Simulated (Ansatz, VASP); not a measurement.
## InP: VASP beside Ansatz

```
CELL_PARAMETERS angstrom
0.00000 2.98798 2.98798
2.98798 0.00000 2.98798
2.98798 2.98798 0.00000
ATOMIC_POSITIONS crystal
In 0.00000 0.00000 0.00000
P 0.75000 0.75000 0.75000
```

Change from the starting cell: volume scaled by 1.06.

Alike in both runs: task single point; functional PBEsol; k mesh 8 × 8 × 8; occupations fermi-dirac, width 0.05 eV; no spin polarisation.

|  | VASP | Ansatz |
| --- | --- | --- |
| version | VASP 6.6.1 | Ansatz 0.2.0 |
| potentials or method | VASP PAW PBE potentials, release 64 (In_d, P) | Ansatz PAW |
| plane-wave cutoff (eV) | 520 | 420 |
| valence electrons in the cell | 18 | 18 |

```csv
,VASP,Ansatz,Ansatz less VASP
gap on the k mesh at the Fermi level (eV),0.30,0.30,+0.002
least direct gap on the mesh (eV),0.30,0.30,+0.002
pressure (GPa),-3.0,-2.9,+0.01
```

Caveats: spin-orbit coupling is left out, which moves the levels of the heavy elements; the PAW data sets were made with another functional, which shifts forces and pressure a little (VASP); the PAW data sets come from PBE, with cores solved anew for the run's functional, which leaves a small shift of forces and pressure (Ansatz).
